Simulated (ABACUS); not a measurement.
**Hf: single point with PBE**

Hf:

```
CELL_PARAMETERS angstrom
-1.80500 1.80500 1.80500
1.80500 -1.80500 1.80500
1.80500 1.80500 -1.80500
ATOMIC_POSITIONS crystal
Hf 0.00000 0.00000 0.00000
```

This isn't the form of Hf at room conditions, which is hcp.

```yaml
Program: ABACUS 3.10.1
Task: single point
Functional: PBE
Potentials_or_basis: PseudoDojo NC SR 0.4.1 PBE standard
Cutoff: 1361 eV
Density_cutoff: 5442 eV
Basis: DZP LCAO (the cutoffs set its grid)
k_mesh: 10 × 10 × 10
Occupations: fermi-dirac, width 0.05 eV
Spin: no spin polarisation
```

The pressure is -4.7 GPa and the band gap on the k mesh is none (metal or under the smearing width).

Levels at points of the mesh, in eV from the Fermi level:
| k point | band 4 | band 5 | band 6 | band 7 | band 8 | band 9 |
| --- | --- | --- | --- | --- | --- | --- |
| (0.00, 0.00, 0.00) | -30.03 | -6.88 | 1.49 | 1.49 | 1.49 | 4.16 |
| (0.50, 0.50, 0.00) | -30.04 | -3.23 | -0.42 | 0.88 | 3.94 | 4.91 |
| (0.50, 0.50, 0.50) | -30.52 | -2.37 | -2.37 | 6.40 | 6.40 | 6.40 |

Wall time 4 s on 4 MPI ranks on AMD EPYC 9B14 (Zen 4), with other jobs on the host, peak memory 0.4 GiB a rank.

Caveat: the atomic orbitals were generated for these runs and aren't a published set; the basis of atomic orbitals isn't converged, which shifts pressures, moduli and gaps. The run has no spin-orbit coupling, so splittings on Hf are missing.
